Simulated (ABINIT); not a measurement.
# PbS (Cmcm) in ABINIT: further runs

One crystal, PbS, is run at these levels: PBEsol, PBE, LDA; tasks: single point.

Everything below comes from runs of ABINIT 10.8.3 (patched build). Logs are shortened: lines on timing, memory, paths and dates and some standing lists are left out, and cuts for length are marked. The log counts tension as positive stress, the text compression.

## (1) The structure

It takes space group Cmcm (No. 63, orthorhombic). Conventional cell: a = 4.160 Å, b = 11.983 Å, c = 4.279 Å, α = 90.00°, β = 90.00°, γ = 90.00°. Pb (site symmetry m2m) has 5 S at 2.69 to 2.99 Å as nearest neighbours. S (site symmetry m2m) is surrounded by 5 Pb at 2.69 to 2.99 Å.

Measurements of this composition are mostly on another form, of space group No. 225.

## (2) Single point, PBEsol (cell relaxed)

run.abi reads:

```
# Pseudopotentials
pp_dirpath "./"
pseudos "Pb.upf, S.upf"

# Structure
acell 3*1.0 Angstrom
rprim
     2.0499487000    -5.8016706600     0.0000000000
     2.0499487000     5.8016706600     0.0000000000
     0.0000000000     0.0000000000     4.2354121300
ntypat 2
znucl 82 16
natom 4
typat 1 1 2 2
xred
     0.1268640600     0.8731359400     0.2500000000
     0.8731359400     0.1268640600     0.7500000000
     0.3589478000     0.6410522000     0.2500000000
     0.6410522000     0.3589478000     0.7500000000
chkprim 0
chksymtnons 0
tolsym 1.0e-6

# Plane-wave basis
ecut 28.0

# k points
kptopt 1
ngkpt 5 5 4
nshiftk 1
shiftk 0.0 0.0 0.0

# Exchange and correlation
ixc -116133

# Bands and occupations
nband 24
occopt 3
tsmear 0.05 eV

# SCF cycle
nstep 100
tolvrs 1.0e-10

# Output
iomode 3
prtwf 0
prtden 0
prteig 0
prtebands 0
enunit 2
```

Potentials or basis: PseudoDojo NC SR PBEsol v0.4.1 standard.

Launch:

```sh
mpirun --bind-to none -np 4 abinit run.abi > log 2>&1
```

run.abo:

```text
.Version 10.8.3 of ABINIT
 Symmetries : space group Cm c m (# 63); Bravais oC (1-face-center ortho.)
================================================================================
 Values of the parameters that define the memory need of the present run
     intxc =       0    ionmov =       0      iscf =       7    lmnmax =       6
     lnmax =       6     mgfft =      60  mpssoang =       3    mqgrid =    3001
     natom =       4  nloc_mem =       1    nspden =       1   nspinor =       1
    nsppol =       1      nsym =       8    n1xccc =    2501    ntypat =       2
    occopt =       3   xclevel =       2
       mpw =        4823          nfft =      144000          nkpt =          27
================================================================================
================================================================================

--------------------------------------------------------------------------------
------------- Echo of variables that govern the present computation ------------
--------------------------------------------------------------------------------
 -outvars: echo values of preprocessed input variables --------
            acell      1.8897261259E+00  1.8897261259E+00  1.8897261259E+00 Bohr
              amu      2.07200000E+02  3.20660000E+01
          chkprim           0
      chksymtnons           0
             ecut      2.80000000E+01 Hartree
           enunit           2
              ixc     -116133
         kptrlatt        5    0    0      0    5    0      0    0    4
          kptrlen      3.20150758E+01
            natom           4
            nband          24
            ngfft          60      60      40
             nkpt          27
            nstep         100
             nsym           8
           ntypat           2
           occopt           3
           prtden           0
        prtebands           0
           prteig           0
            prtwf           0
            rprim      2.0499487000E+00 -5.8016706600E+00  0.0000000000E+00
                       2.0499487000E+00  5.8016706600E+00  0.0000000000E+00
                       0.0000000000E+00  0.0000000000E+00  4.2354121300E+00
          spgroup          63
           tolsym      1.00000000E-06
           tolvrs      1.00000000E-10
           tsmear      1.83746611E-03 Hartree
            typat      1  1  2  2
           xangst      2.0499487000E+00  4.3296236706E+00  1.0588530325E+00
                       2.0499487000E+00 -4.3296236706E+00  3.1765590975E+00
                       2.0499487000E+00  1.6366768205E+00  1.0588530325E+00
                       2.0499487000E+00 -1.6366768205E+00  3.1765590975E+00
            xcart      3.8738416152E+00  8.1818029656E+00  2.0009422390E+00
                       3.8738416152E+00 -8.1818029656E+00  6.0028267170E+00
                       3.8738416152E+00  3.0928709474E+00  2.0009422390E+00
                       3.8738416152E+00 -3.0928709474E+00  6.0028267170E+00
             xred      1.2686406000E-01  8.7313594000E-01  2.5000000000E-01
                       8.7313594000E-01  1.2686406000E-01  7.5000000000E-01
                       3.5894780000E-01  6.4105220000E-01  2.5000000000E-01
                       6.4105220000E-01  3.5894780000E-01  7.5000000000E-01
            znucl       82.00000   16.00000

================================================================================

 chkinp: Checking input parameters for consistency.

================================================================================
== DATASET  1 ==================================================================

--- !DatasetInfo
iteration_state: {dtset: 1, }
dimensions: {natom: 4, nkpt: 27, mband: 24, nsppol: 1, nspinor: 1, nspden: 1, mpw: 4823, }
cutoff_energies: {ecut:  28.0, pawecutdg:  -1.0, }
electrons: {nelect:   4.00000000E+01, charge:   0.00000000E+00, occopt:   3.00000000E+00, tsmear:   1.83746611E-03, }
meta: {optdriver: 0, ionmov: 0, optcell: 0, iscf: 7, paral_kgb: 0, }
...

 Real(R)+Recip(G) space primitive vectors, cartesian coordinates (Bohr,Bohr^-1):
 R(1)=  3.8738416-10.9635686  0.0000000  G(1)=  0.1290708 -0.0456056  0.0000000
 R(2)=  3.8738416 10.9635686  0.0000000  G(2)=  0.1290708  0.0456056  0.0000000
 R(3)=  0.0000000  0.0000000  8.0037690  G(3)=  0.0000000  0.0000000  0.1249411
 Unit cell volume ucvol=  6.7985820E+02 bohr^3
 Angles (23,13,12)=  9.00000000E+01  9.00000000E+01  1.41079535E+02 degrees

 getcut: wavevector=  0.0000  0.0000  0.0000  ngfft=  60  60  40
         ecut(hartree)=     28.000   => boxcut(ratio)=   2.09808

--- Pseudopotential description ------------------------------------------------
- pspini: atom type   1  psp file is ./Pb.upf
[... 58 lines left out ...]
- [  1.2686E-01,   8.7314E-01,   2.5000E-01, Pb]
- [  8.7314E-01,   1.2686E-01,   7.5000E-01, Pb]
- [  3.5895E-01,   6.4105E-01,   2.5000E-01,  S]
- [  6.4105E-01,   3.5895E-01,   7.5000E-01,  S]
cartesian_forces: # hartree/bohr
- [ -1.47454412E-22,  -6.65736308E-06,  -9.36331201E-31, ]
- [ -7.27163636E-22,   6.65736308E-06,   4.43525306E-31, ]
- [  5.11803874E-22,   9.36815450E-06,   2.46402948E-31, ]
- [  3.62814174E-22,  -9.36815450E-06,   2.46402948E-31, ]
force_length_stats: {min:   6.65736308E-06, max:   9.36815450E-06, mean:   8.01275879E-06, }
...

 Integrated electronic density in atomic spheres:
 ------------------------------------------------
 Atom  Sphere_radius  Integrated_density
    1        2.00000         10.04753752
    2        2.00000         10.04753752
    3        2.00000          3.83212204
    4        2.00000          3.83212204
================================================================================

 ----iterations are completed or convergence reached----

 Mean square residual over all n,k,spin=   14.918E-08; max=  23.401E-06
 reduced coordinates (array xred) for    4 atoms
       0.126864060000      0.873135940000      0.250000000000
       0.873135940000      0.126864060000      0.750000000000
       0.358947800000      0.641052200000      0.250000000000
       0.641052200000      0.358947800000      0.750000000000
 rms dE/dt=  7.2747E-05; max dE/dt=  1.0271E-04; dE/dt below (all hartree)
    1      -0.000072988457      0.000072988457      0.000000000000
    2       0.000072988457     -0.000072988457     -0.000000000000
    3       0.000102708405     -0.000102708405      0.000000000000
    4      -0.000102708405      0.000102708405      0.000000000000

 cartesian coordinates (angstrom) at end:
    1      2.04994870000000     4.32962367057904     1.05885303250000
    2      2.04994870000000    -4.32962367057904     3.17655909750000
    3      2.04994870000000     1.63667682053690     1.05885303250000
    4      2.04994870000000    -1.63667682053690     3.17655909750000

 cartesian forces (hartree/bohr) at end:
    1     -0.00000000000000    -0.00000665736308    -0.00000000000000
    2     -0.00000000000000     0.00000665736308     0.00000000000000
    3      0.00000000000000     0.00000936815450     0.00000000000000
    4      0.00000000000000    -0.00000936815450     0.00000000000000
 frms,max,avg= 4.6918866E-06 9.3681545E-06   0.000E+00  0.000E+00  0.000E+00 h/b

 cartesian forces (eV/Angstrom) at end:
    1     -0.00000000000000    -0.00034233537365    -0.00000000000000
    2     -0.00000000000000     0.00034233537365     0.00000000000000
    3      0.00000000000000     0.00048172987329     0.00000000000000
    4      0.00000000000000    -0.00048172987329     0.00000000000000
 frms,max,avg= 2.4126651E-04 4.8172987E-04   0.000E+00  0.000E+00  0.000E+00 e/A
 length scales=  1.889726125908  1.889726125908  1.889726125908 bohr
              =  1.000000000000  1.000000000000  1.000000000000 angstroms
 Fermi (or HOMO) energy (hartree) =   0.17299   Average Vxc (hartree)=  -0.37951
 Eigenvalues (hartree) for nkpt=  27  k points:
 kpt#   1, nband= 24, wtk=  0.01000, kpt=  0.0000  0.0000  0.0000 (reduced coord)
  -0.44936   -0.44499   -0.44468   -0.44345   -0.44220   -0.44178   -0.44168   -0.44168
  -0.44144   -0.43898   -0.33392   -0.26039   -0.09443   -0.06351   -0.01434    0.03622
   0.06327    0.08470    0.09515    0.13149    0.31994    0.32022    0.33542    0.35675
      occupation numbers for kpt#   1
   2.00000    2.00000    2.00000    2.00000    2.00000    2.00000    2.00000    2.00000
   2.00000    2.00000    2.00000    2.00000    2.00000    2.00000    2.00000    2.00000
   2.00000    2.00000    2.00000    2.00000    0.00000    0.00000    0.00000    0.00000
 prteigrs : prtvol=0 or 1, do not print more k-points.

 Fermi (or HOMO) energy (eV) =   4.70735   Average Vxc (eV)= -10.32702
 Eigenvalues (   eV  ) for nkpt=  27  k points:
 kpt#   1, nband= 24, wtk=  0.01000, kpt=  0.0000  0.0000  0.0000 (reduced coord)
 -12.22773  -12.10884  -12.10043  -12.06683  -12.03294  -12.02141  -12.01871  -12.01860
 -12.01223  -11.94516   -9.08638   -7.08546   -2.56965   -1.72826   -0.39034    0.98557
   1.72160    2.30477    2.58916    3.57792    8.70611    8.71366    9.12735    9.70756
 prteigrs : prtvol=0 or 1, do not print more k-points.

--- !EnergyTerms
iteration_state     : {dtset: 1, }
comment             : Components of total free energy in Hartree
kinetic             :  7.67904775799761E+01
hartree             :  3.00283467091166E+01
xc                  : -4.59264997482331E+01
Ewald energy        : -1.12142702349282E+02
psp_core            :  6.24190811772226E+00
local_psp           : -9.19328538502425E+01
non_local_psp       : -2.57051521250507E+01
internal            : -1.62646475665993E+02
'-kT*entropy'       : -7.04373610402253E-08
total_energy        : -1.62646475736431E+02
total_energy_eV     : -4.42583607281159E+03
band_energy         : -9.52334821369948E+00
...

 Cartesian components of stress tensor (hartree/bohr^3)
  sigma(1 1)=  2.44951841E-07  sigma(3 2)=  0.00000000E+00
  sigma(2 2)=  2.29241747E-07  sigma(3 1)=  0.00000000E+00
  sigma(3 3)=  5.37423963E-08  sigma(2 1)=  0.00000000E+00

-Cartesian components of stress tensor (GPa)         [Pressure= -5.1775E-03 GPa]
- sigma(1 1)=  7.20673196E-03  sigma(3 2)=  0.00000000E+00
- sigma(2 2)=  6.74452505E-03  sigma(3 1)=  0.00000000E+00
- sigma(3 3)=  1.58115589E-03  sigma(2 1)=  0.00000000E+00

== END DATASET(S) ==============================================================
================================================================================

 -outvars: echo values of variables after computation  --------
            acell      1.8897261259E+00  1.8897261259E+00  1.8897261259E+00 Bohr
           etotal     -1.6264647574E+02
            fcart     -1.4745441166E-22 -6.6573630781E-06 -9.3633120106E-31
                      -7.2716363565E-22  6.6573630781E-06  4.4352530576E-31
                       5.1180387355E-22  9.3681545026E-06  2.4640294765E-31
                       3.6281417376E-22 -9.3681545026E-06  2.4640294765E-31
            rprim      2.0499487000E+00 -5.8016706600E+00  0.0000000000E+00
                       2.0499487000E+00  5.8016706600E+00  0.0000000000E+00
                       0.0000000000E+00  0.0000000000E+00  4.2354121300E+00
           strten      2.4495184069E-07  2.2924174688E-07  5.3742396327E-08
                       0.0000000000E+00  0.0000000000E+00  0.0000000000E+00
           xangst      2.0499487000E+00  4.3296236706E+00  1.0588530325E+00
                       2.0499487000E+00 -4.3296236706E+00  3.1765590975E+00
                       2.0499487000E+00  1.6366768205E+00  1.0588530325E+00
                       2.0499487000E+00 -1.6366768205E+00  3.1765590975E+00
             xred      1.2686406000E-01  8.7313594000E-01  2.5000000000E-01
                       8.7313594000E-01  1.2686406000E-01  7.5000000000E-01
                       3.5894780000E-01  6.4105220000E-01  2.5000000000E-01
                       6.4105220000E-01  3.5894780000E-01  7.5000000000E-01
 Calculation completed.
```

Wall time 41 s (4 MPI ranks of Arm Neoverse V1, shared host); peak memory 0.44 GiB.

Results:

```
Free energy                                           : -4425.8361 eV
Pressure                                              : 0.0 GPa
Band gap on the k mesh                                : 1.07 eV, direct
Valence electrons inside the program's atomic spheres : Pb 10.05; S 3.83
```

Caveat: spin-orbit coupling is left out, which as a rule narrows the gap of such compounds by several tenths of an eV; an odd mesh through Γ misses points on the zone boundary, where band edges often lie.

(Continued in part 2 of 2.)
